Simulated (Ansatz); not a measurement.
A 2-atom cell of AlN (F-43m) from a materials database, relaxed with r2SCAN in Ansatz. Space group F-43m (No. 216), cubic; conventional cell a = 4.370 Å, 10.43 Å³ an atom. Around Al lie 4 N at 1.89 Å; around N lie 4 Al at 1.89 Å.

The axes x, y and z are those of this cell:
```xyz
2
Lattice="0.0000 2.1849 2.1849 2.1849 0.0000 2.1849 2.1849 2.1849 0.0000" Properties=species:S:1:pos:R:3 pbc="T T T"
Al    0.0000    0.0000    0.0000
N     3.2773    3.2773    3.2773
```

Unstrained: With PBE the valence top lies at Γ and the conduction bottom at X, 3.325 eV higher; the smallest vertical gap, at Γ, is 4.176 eV. r2SCAN gives an indirect gap of 3.941 eV, from Γ to X; the least direct gap is 4.842 eV at Γ. HSE06 gives an indirect gap of 4.552 eV, from Γ to X; the least direct gap is 5.547 eV at Γ. Meshes: PBE 10×10×10, r2SCAN 10×10×10, HSE06 8×8×8. Strains are changes of length per length. After each strain the atoms were relaxed again with r2SCAN within the symmetry that the strain leaves, so tilts or polar shifts that break it weren't tested; points keep the names that they have in the unstrained zone. The values are computed, spin-unpolarised, and not measurements.

(1) Estimate what isotropic +5.17 % on every length does to the gap.

(2) Apply isotropic +3.98 % on every length. How far does the gap move, against the unstrained cell?

## Answers

(1) PBE: the gap goes from 3.325 to 2.910 eV (-0.415 eV); it turns from indirect (Γ → X) to direct (Γ). r2SCAN: the gap goes from 3.941 to 3.504 eV (-0.437 eV); it turns from indirect (Γ → X) to direct (Γ). HSE06: the gap goes from 4.552 to 4.141 eV (-0.411 eV); it turns from indirect (Γ → X) to direct (Γ). The r2SCAN energy rises by 142.5 meV an atom.

(2) PBE: the gap goes from 3.325 to 3.185 eV (-0.140 eV); it turns from indirect (Γ → X) to direct (Γ). r2SCAN: the gap goes from 3.941 to 3.794 eV (-0.147 eV); it turns from indirect (Γ → X) to direct (Γ). HSE06: the gap goes from 4.552 to 4.425 eV (-0.127 eV). The r2SCAN energy rises by 87.3 meV an atom.

The meshes of the hybrids are coarse, so their gaps aren't converged to the digits shown.
